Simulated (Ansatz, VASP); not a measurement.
# ZrC in VASP and in Ansatz

Contents of INCAR:

```
SYSTEM = ZrC
PREC = Accurate ; ENCUT = 520
EDIFF = 1E-7 ; ISMEAR = -1
SIGMA = 0.05 ; LREAL = .FALSE.
LASPH = .TRUE. ; NELM = 100
ALGO = Normal ; ISIF = 2
LWAVE = .FALSE. ; LCHARG = .FALSE.
GGA = PS ; NBANDS = 24
```

File KPOINTS:

```
regular mesh
0
G
  9 9 5
  0 0 0
```

File POSCAR:

```
ZrC
1.0
    3.3914762718      0.0000000000      0.0000000000
   -1.6957381359      2.9371046077      0.0000000000
    0.0000000000      0.0000000000      5.2900530000
Zr C
2 2
Direct
    0.6564960000      0.3361750000      0.7457770000
    0.3534290000      0.6814770000      0.2533850000
   -0.0106820000     -0.0085700000      0.5010310000
    0.0019040000     -0.0091580000     -0.0024290000
```

The input input.yaml:

```yaml
crystal:
  lattice:
    - [3.3914762718, 0.0, 0.0]
    - [-1.6957381359, 2.9371046077, 0.0]
    - [0.0, 0.0, 5.290053]
  atoms:
    - { symbol: Zr, position: [0.656496, 0.336175, 0.745777] }
    - { symbol: Zr, position: [0.353429, 0.681477, 0.253385] }
    - { symbol: C, position: [-0.010682, -0.00857, 0.501031] }
    - { symbol: C, position: [0.001904, -0.009158, -0.002429] }
hamiltonian:
  xc: pbesol
  pseudopotentials: { kind: paw }
kpoints:
  mp_grid: { grid: [9, 9, 5] }
scf:
  occupations: { method: fermi_dirac, width: 0.05 }
output:
  forces: true
  stress: true
  eigenvalues: true
```

Change from the starting cell: atoms moved at random, drawn with an rms of 0.05 Å.

Alike in both runs: task single point; functional PBEsol; k mesh 9 × 9 × 5; occupations fermi-dirac, width 0.05 eV; no spin polarisation.

```csv
,VASP,Ansatz
version,VASP 6.6.1,Ansatz 0.2.0
potentials or method,"VASP PAW PBE potentials, release 64 (Zr_sv, C)",Ansatz PAW
plane-wave cutoff (eV),520,420
valence electrons in the cell,32,32
```

Ansatz gave:

* gap on the k mesh at the Fermi level (eV): none
* pressure (GPa): -7.2
* largest component of the traceless stress (GPa): 1.40
* rms of the force components (eV/Å): 0.542

Problem. Which values does VASP return?

Solution. gap on the k mesh at the Fermi level (eV): none; pressure (GPa): -6.8; largest component of the traceless stress (GPa): 1.38; rms of the force components (eV/Å): 0.545.

Atom by atom the forces differ by 0.003 eV/Å (rms over components). A gap of «none» marks a metal or a gap that the smearing closes.

Caveats: the PAW data sets were made with another functional, which shifts forces and pressure a little (VASP); the PAW data sets come from PBE, with cores solved anew for the run's functional, which leaves a small shift of forces and pressure (Ansatz).
